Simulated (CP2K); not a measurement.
Crystal: CoO.

```
CELL_PARAMETERS angstrom
3.16379 0.00000 0.00000
1.54099 2.76314 0.00000
1.54099 0.90503 2.61072
ATOMIC_POSITIONS crystal
Co 0.99898 0.99898 0.99898
O 0.75102 0.75102 0.75102
```

Measurements of this composition are mostly on another form, of space group No. 225.

Base run:

```yaml
Program: CP2K 2026.2
Functional: RPBE
Potentials_or_basis: POTENTIAL_UZH Co GTH-PBE-q17, O GTH-PBE-q6; TZVP-MOLOPT-PBE-GTH basis
Density_cutoff: 17007 eV
k_mesh: 10 × 10 × 10
Occupations: fermi-dirac, width 0.05 eV
Spin: collinear spin, ferromagnetic start
Starting_moments: "[2.0, 0.0] μB"
```

Its results: pressure 8.2 GPa; site moments Co +2.58; O +0.31 μB; largest force 0.341 eV/Å.

Question: The run is repeated on the same cell with these changes: functional from RPBE to PBEsol. What comes out?

Answer: Pressure -4.9 GPa; site moments Co +2.58; O +0.36 μB; largest force 0.279 eV/Å.

PBEsol binds more tightly than RPBE, so the same cell stands under less pressure.

Caveats: the potentials were made for another functional, which shifts forces and pressure; the basis of atomic orbitals isn't converged, which shifts pressures, moduli and gaps; the total moment is fixed, so each spin has its own Fermi level; a cell with one magnetic atom can't hold antiferromagnetic order, which such compounds often take.
